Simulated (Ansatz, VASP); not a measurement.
**Ta in VASP and in Ansatz**

```
CELL_PARAMETERS angstrom
-1.65128 1.65128 1.65128
1.65128 -1.65128 1.65128
1.65128 1.65128 -1.65128
ATOMIC_POSITIONS crystal
Ta 0.00000 0.00000 0.00000
```

Alike in both runs: task relaxation of cell and atoms; functional RPBE; k mesh 11 × 11 × 11; occupations fermi-dirac, width 0.05 eV; no spin polarisation.

```csv
,VASP,Ansatz
version,VASP 6.6.1,Ansatz 0.2.0
potentials or method,"VASP PAW PBE potentials, release 64 (Ta_pv), cutoff 600 eV","all-electron LAPW, scalar-relativistic"
```

|  | VASP | Ansatz | Ansatz less VASP |
| --- | --- | --- | --- |
| relaxed volume (Å³/atom) | 18.60 | 18.58 | -0.020 |
| relaxed cell length with the largest relative difference (Å) | 2.891 | 2.890 | -0.0010 |
| energy change over the relaxation (meV/atom) | -11 | -10 | +0.3 |

Ansatz ran all-electron here, so the differences hold the error of VASP's frozen core and of both bases.

Caveats: the PAW data sets were made with another functional, which shifts forces and pressure a little (VASP). RPBE and its kin give volumes clearly too large for solids. Zero-point motion and thermal expansion aren't in these numbers.
